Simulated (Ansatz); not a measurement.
Starting cell, ZrO$_{2}$ (fluorite):

```
CELL_PARAMETERS angstrom
      0.00000     5.06423     5.06423
      2.53212     0.00000     2.53212
      2.53212     2.53212     0.00000
ATOMIC_POSITIONS crystal
  Zr 0.00000 0.00000 0.00000
  Zr 0.50000 0.00000 0.00000
  O  0.12500 0.25000 0.25000
  O  0.62500 0.25000 0.25000
  O  0.37500 0.75000 0.75000
  O  0.87500 0.75000 0.75000
```

In each cell atom 2 (Zr, nearest neighbour O at 2.193 Å; its periodic images, 3.6 Å or more away, move with it) moves by s·(0.000, 0.000, 1.000) (along Cartesian z), the rest being held.

The numbers are results of PBEsol (plane waves to 420 eV, PAW, scalar-relativistic; Ansatz, a first-principles code), not measurements. k mesh 9×9×9 (Γ-centred), Fermi-Dirac smearing 0.05 eV. The energy includes the smearing's −TS. The PAW data are Ansatz's earlier set. This is a high-temperature form of ZrO2. ZrO2 is run without spin polarisation. ZrO2 was relaxed with its symmetry unable to fall. ΔE is measured from the undisplaced structure.

```
s (Å)   ΔE (meV/cell)
------  -------------
-0.220       withheld
-0.176          153.9
-0.132           84.7
-0.088           37.0
-0.044            9.2
0.000             0.0
0.044             9.2
0.088            37.0
0.132            84.7
0.176           153.9
0.220        withheld
```

Q: Fit an even polynomial form (powers 2, 4) to the given rows and predict ΔE at s = -0.220.

A: Least squares on the 9 given rows: ΔE = (4720)·s² + (8007)·s⁴, in meV/cell with s in Å; root-mean-square residual 0.03 meV/cell. At -0.220 the fit gives 247.2 meV/cell; the calculation gives 246.8 meV/cell, so the extrapolation is off by 0.4 (+0.2 %). The quadratic term alone would give 228.4 meV/cell.

(A displaced cell: forces are minus the slopes of the energy, force constants its curvatures, and phonons follow from these.)
